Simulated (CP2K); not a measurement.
Wanted: the native input for a CP2K 2026.2 run.

```yaml
Task: single point
Functional: PBE
Potentials_or_basis: POTENTIAL_UZH In GTH-PBE-q13, P GTH-PBE-q5; TZVP-MOLOPT-PBE-GTH basis
Density_cutoff: 6123 eV
k_mesh: 8 × 8 × 8
Occupations: gaussian, width 0.05 eV
Spin: no spin polarisation
SCF_solver: diagonalisation with k points
Quickstep_method: GPW
EPS_DEFAULT: 1.0E-10
EPS_SCF: 1.0E-6
MAX_SCF: 100
SCF_GUESS: ATOMIC
k_points_reduced_by_the_point_group: yes
Mesh_centred_on_Gamma: yes
CHOLESKY: OFF
EPS_EIGVAL: 1.0E-7
MIXING_METHOD: BROYDEN_MIXING
MIXING_ALPHA: 0.4
NBUFFER: 8
NGRIDS: 4
Basis_sets: In TZVP-MOLOPT-PBE-GTH-q13, P TZVP-MOLOPT-PBE-GTH-q5
Potentials: In GTH-PBE-q13 of POTENTIAL_UZH, P GTH-PBE-q5 of POTENTIAL_UZH
ADDED_MOS: "[10]"
REL_CUTOFF_Ry: 60 Ry
MIXING_BETA_1/bohr: 1.5 1/bohr
CUTOFF_of_the_grids: 450 Ry
```

InP:

```
CELL_PARAMETERS angstrom
3.91572 0.00000 0.00000
1.95786 3.39112 0.00000
1.95786 1.13037 3.19717
ATOMIC_POSITIONS crystal
In 0.00000 0.00000 0.00000
P 0.50000 0.50000 0.50000
```

Measurements of this composition are mostly on another form, of space group No. 216.

One way to write it, as run:

inp_scf.inp

```
&GLOBAL
  PROJECT inp_scf
  RUN_TYPE ENERGY_FORCE
  PRINT_LEVEL LOW
&END GLOBAL
&FORCE_EVAL
  METHOD QS
  STRESS_TENSOR ANALYTICAL
  &DFT
    BASIS_SET_FILE_NAME BASIS_MOLOPT_UZH
    POTENTIAL_FILE_NAME POTENTIAL_UZH
    &MGRID
      CUTOFF 450
      REL_CUTOFF 60
      NGRIDS 4
    &END MGRID
    &QS
      METHOD GPW
      EPS_DEFAULT 1.0E-10
    &END QS
    &KPOINTS
      SCHEME MONKHORST-PACK 8 8 8
      GAMMA_CENTERED T
      SYMMETRY T
      SYMMETRY_BACKEND SPGLIB
    &END KPOINTS
    &SCF
      SCF_GUESS ATOMIC
      EPS_SCF 1.0E-6
      MAX_SCF 100
      ADDED_MOS 10
      CHOLESKY OFF
      EPS_EIGVAL 1.0E-7
      &DIAGONALIZATION ON
        ALGORITHM STANDARD
      &END DIAGONALIZATION
      &MIXING ON
        METHOD BROYDEN_MIXING
        ALPHA 0.4
        BETA 1.5
        NBUFFER 8
      &END MIXING
      &SMEAR ON
        METHOD GAUSSIAN
        SIGMA [eV] 0.05
      &END SMEAR
    &END SCF
    &XC
      &XC_FUNCTIONAL
        &GGA_X_PBE
        &END GGA_X_PBE
        &GGA_C_PBE
        &END GGA_C_PBE
      &END XC_FUNCTIONAL
    &END XC
    &PRINT
      &KPOINTS ON
      &END KPOINTS
      &MULLIKEN ON
      &END MULLIKEN
      &MO ON
        ENERGIES T
        OCCUPATION_NUMBERS T
        &EACH
          QS_SCF 0
        &END EACH
        ADD_LAST NUMERIC
      &END MO
      &LOWDIN ON
      &END LOWDIN
      &HIRSHFELD ON
        SHAPE_FUNCTION DENSITY
      &END HIRSHFELD
    &END PRINT
  &END DFT
  &SUBSYS
    &CELL
      A 3.9157225948 0.0000000000 0.0000000000
      B 1.9578612974 3.3911152412 0.0000000000
      C 1.9578612974 1.1303717471 3.1971741105
      PERIODIC XYZ
    &END CELL
    &COORD
      In  0.0000000000 0.0000000000 0.0000000000
      P   3.9157225948 2.2607434942 1.5985870553
    &END COORD
    &KIND In
      BASIS_SET TZVP-MOLOPT-PBE-GTH-q13
      POTENTIAL GTH-PBE-q13
    &END KIND
    &KIND P
      BASIS_SET TZVP-MOLOPT-PBE-GTH-q5
      POTENTIAL GTH-PBE-q5
    &END KIND
    &PRINT
      &ATOMIC_COORDINATES ON
      &END ATOMIC_COORDINATES
      &CELL ON
      &END CELL
    &END PRINT
  &END SUBSYS
  &PRINT
    &FORCES ON
    &END FORCES
    &STRESS_TENSOR ON
    &END STRESS_TENSOR
  &END PRINT
&END FORCE_EVAL
```

Potentials or basis: POTENTIAL_UZH In GTH-PBE-q13, P GTH-PBE-q5; TZVP-MOLOPT-PBE-GTH basis.

The run is started by

```console
$ OMP_NUM_THREADS=1 cp2k.psmp -i inp_scf.inp -o inp_scf.out
```

It gave:

- Pressure: 0.5 GPa
- Band gap on the k mesh: none (metal or under the smearing width)
- Mulliken charges: In +0.44; P -0.44 e
- Hirshfeld charges: In +0.23; P -0.23 e

Caveat: Mulliken charges move with the basis; the basis of atomic orbitals isn't converged, which shifts pressures, moduli and gaps.

Wall time 70 s on 1 thread of Intel(R) Xeon(R) Platinum 8375C CPU @ 2.90GHz (Ice Lake) (shared host), peak memory 0.4 GiB.
